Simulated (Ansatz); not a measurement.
# P: the cost of one run

Computed with Ansatz 0.2.0 (DFT r2SCAN, scalar-relativistic, plane waves, PAW, unless a step's input says otherwise).

3 further runs of the same task are left out: 3 set aside as unsound or not needed. Runs told in other sessions of the task aren't counted.

### Step 1. The system as given

The structure is orthorhombic, space group Cmce (No. 64). Conventional cell: a = 3.300 Å, b = 11.020 Å, c = 4.555 Å, α = 90.00°, β = 90.00°, γ = 90.00°. P (site symmetry m) is surrounded by 3 P at 2.21 to 2.25 Å.

Coordinates:

```
CELL_PARAMETERS angstrom
1.64980 -5.50995 0.00000
1.64980 5.50995 0.00000
0.00000 0.00000 4.55530
ATOMIC_POSITIONS crystal
P 0.09543 0.90457 0.91156
P 0.59543 0.40457 0.58844
P 0.90457 0.09543 0.08844
P 0.40457 0.59543 0.41156
```

This cell was relaxed beforehand with the same method: volume 20.70 Å³/atom, gap on the mesh 0.24 eV.

The bulk reference comes from a run made before at the same settings: -759.1645 eV/atom.

### Step 2. Cutting the (021) slab

Planes are indexed in the bulk's conventional cell (Cmce (No. 64)), a = 3.300 Å, b = 11.020 Å, c = 4.555 Å, α = 90.00°, β = 90.00°, γ = 90.00°.

Cut from the relaxed bulk: a (021) slab, 12.1 Å thick as cut, with 15 Å of vacuum; its outer planes are P (top) and P (bottom).

The slab as cut. Its planes from the bottom up:

```tsv
plane	atoms per cell	height over the lowest (Å)
1	P	0.00
2	P	0.42
3	P	1.13
4	P	1.55
5	P	3.51
6	P	3.93
7	P	4.65
8	P	5.06
9	P	7.02
10	P	7.44
11	P	8.16
12	P	8.57
13	P	10.53
14	P	10.95
15	P	11.67
16	P	12.08
```

### Step 3. Single point on the unrelaxed (021) slab

A dipole layer in the vacuum cancels the field that periodic copies would set up if the slab's two faces differ.

Input file input.yaml:

```yaml
crystal:
  lattice:
    - [3.2996010525, 0.0, 0.0]
    - [-1.6498005262, 7.1491488189, 0.0]
    - [0.0, 0.0, 27.0821783627]
  atoms:
    - { symbol: P, position: [0.1642691099, 0.3285382197, 0.2769348868] }
    - { symbol: P, position: [0.8791377547, 0.7582755095, 0.2922691994] }
    - { symbol: P, position: [0.7298603724, 0.4597207448, 0.3188217714] }
    - { symbol: P, position: [0.4447290173, 0.8894580346, 0.3341560839] }
    - { symbol: P, position: [0.3672684856, 0.7345369711, 0.4065712299] }
    - { symbol: P, position: [0.0821371305, 0.1642742609, 0.4219055425] }
    - { symbol: P, position: [0.9328597481, 0.8657194962, 0.4484581145] }
    - { symbol: P, position: [0.647728393, 0.295456786, 0.463792427] }
    - { symbol: P, position: [0.5702678613, 0.1405357226, 0.536207573] }
    - { symbol: P, position: [0.2851365062, 0.5702730123, 0.5515418855] }
    - { symbol: P, position: [0.1358591238, 0.2717182477, 0.5780944575] }
    - { symbol: P, position: [0.8507277687, 0.7014555374, 0.5934287701] }
    - { symbol: P, position: [0.773267237, 0.546534474, 0.6658439161] }
    - { symbol: P, position: [0.4881358819, 0.9762717638, 0.6811782286] }
    - { symbol: P, position: [0.3388584995, 0.6777169991, 0.7077308006] }
    - { symbol: P, position: [0.0537271444, 0.1074542889, 0.7230651132] }
basis:
  ecutwfc: 500
kpoints:
  mp_grid: { grid: [11, 5, 1] }
hamiltonian:
  xc: r2scan
scf:
  occupations: { method: gaussian, width: 0.05 }
output:
  forces: true
  stress: true
  eigenvalues: true
efield:
  axis: 3
  dipole_correction: true
  ramp_width: 0.04
```

Started as:

```sh
ansatz run input.yaml --threads 2 --pin off --max-ram 5120MiB --backend cpu --events-out ev --progress --plain --runs-dir out
```

Q: Estimate wall time and peak memory on 2 threads of Intel Xeon 6975P-C (Granite Rapids), shared host.

About 59 s, with a peak of 2.2 GiB.
